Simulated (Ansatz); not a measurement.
Input and command of a calculation in Ansatz (plane waves; scalar-relativistic PAW potentials unless the input names others):

```yaml
crystal:
  lattice:
    - [-1.4533972895, 1.4533972895, 1.3795566845]
    - [1.4533972895, -1.4533972895, 1.3795566845]
    - [1.4976631967, 1.4976631967, -1.3795566845]
  atoms:
    - { symbol: Cu, position: [0.0, 0.0, 0.0] }
basis:
  ecutwfc: 420
kpoints:
  mp_grid: { grid: [30, 30, 30] }
hamiltonian:
  xc: pbe
scf:
  occupations: { method: fermi_dirac, width: 2.0 }
  max_iter: 80
output:
  forces: true
  eigenvalues: true
  stress: true
```

```bash
ansatz run input.yaml --threads 1 --pin off --max-ram 2560MiB --backend cpu --events-out ev --progress --plain --runs-dir out
```

Abridged log:
```
band count auto-derived: 20 (N_el = 19.0; filled up to band 10; 14 by the electrons, moments and atoms)
Pseudopotentials: kind: paw
Pseudopotential: Cu, paw, valence charge 19, recommended cutoff 420 eV (normal)
Functional definition: PBE
Crystal: 1 atom, lattice volume = 12.012 Å³
Basis set: ecut = 420 eV, 233 PW (Γ), exchange–correlation on 36×36×36 points (8 copies of the dense FFT grid, shifted against one another)
Bands: 20, of which v1, the nominal top of the filled ones, is band 10 counted from 1 (9 counted from 0)
Symmetry: 8 space group operations
Space group: Fmmm (ITA 69), of the structure as read, at distance tolerance 2.3e-5 Å
k-points: 3736 of 27000
Initial density: superposition of atomic densities (neutral atoms: chi_scale 0, normalization atom), corrected by the library's trained network
Initial wavefunctions: pseudopotential atomic-orbital guess
Functional: x = pbe(κ = 0.804, μ = 0.21951497), c = pbe(β = 0.06672455)
SCF iter   1: F=—  HF=-6628.981292 eV  |F-HF|=—  |Δ(HF+E_count)|=         —  Δρ=1.17e-1  dr2=1.00e0  ethr=1.77e-3  ⟨swp⟩=4.6  Hψ=322423  notcnv=0
SCF iter   2: F=—  HF=-6628.795045 eV  |F-HF|=—  |Δ(HF+E_count)|=   1.86e-1  Δρ=2.40e-2  dr2=4.89e-2  ethr=1.77e-3  ⟨swp⟩=1.0  Hψ=104608  notcnv=0
SCF iter   3: F=—  HF=-6628.791117 eV  |F-HF|=—  |Δ(HF+E_count)|=   3.93e-3  Δρ=7.88e-3  dr2=4.86e-3  ethr=2.57e-4  ⟨swp⟩=1.0  Hψ=82208  notcnv=0
SCF iter   4: F=—  HF=-6628.791000 eV  |F-HF|=—  |Δ(HF+E_count)|=   1.17e-4  Δρ=1.87e-4  dr2=5.66e-7  ethr=2.56e-5  ⟨swp⟩=1.0  Hψ=74720  notcnv=0
SCF iter   5: F=—  HF=-6628.791007 eV  |F-HF|=—  |Δ(HF+E_count)|=   7.10e-6  Δρ=2.60e-5  dr2=6.59e-8  ethr=2.98e-9  ⟨swp⟩=2.0  Hψ=124399  notcnv=0
SCF iter   6: F=-6628.791007 eV  HF=-6628.791007 eV  |F-HF|=1.09e-10  |Δ(HF+E_count)|=   1.64e-8  Δρ=1.35e-6  dr2=1.01e-10  ethr=3.47e-10  ⟨swp⟩=3.9  Hψ=293813  notcnv=0
SCF 1 converged in 6 iterations: F = -6628.791007 eV  dr2 = 1.01e-10
SCF converged after 6 iterations
Free energy (F): -6628.791007 eV
Harris-Foulkes:  -6628.791007 eV  (|F-HF|=1.09e-10)
Internal energy: -6621.297179 eV  (E = F + TS)
E sigma→0 (E₀):  -6625.044093 eV
Entropy (-TS):   -7.493828 eV (-7493.828 meV/atom)
Fermi energy:    18.241861 eV
--- Forces (eV/Å), atoms counted from 1 ---
  atom   1  Cu     0.00000000     0.00000000     0.00000000
--- Stress (GPa, compression-positive) ---
       39.191220      -3.116130       0.000000
       -3.116130      39.191220       0.000000
        0.000000       0.000000      38.362638
  P = ⅓ Tr σ = 38.9150 GPa (389.150 kbar)
```

Question: Find the fault.

Answer: The fault is a smearing of electronvolts (scf.occupations: {"method": "gaussian", "width": 0.15} → {"method": "fermi_dirac", "width": 2.0}, the first being the value of the sound run). Setting it back cures it. The run converged all the same, with an energy at zero smearing 90.46 meV/atom above the reference's, pressure 38.92 GPa, largest force 0.000 eV/Å, no gap on the mesh, so convergence alone doesn't show that an input is right. A reference run from the same start on usual settings converged with pressure 0.14 GPa, largest force 0.000 eV/Å, no gap on the mesh.

Time: 30 s on 1 thread of Intel(R) Xeon(R) Platinum 8488C (Sapphire Rapids), on a shared host, peak memory 1.2 GiB.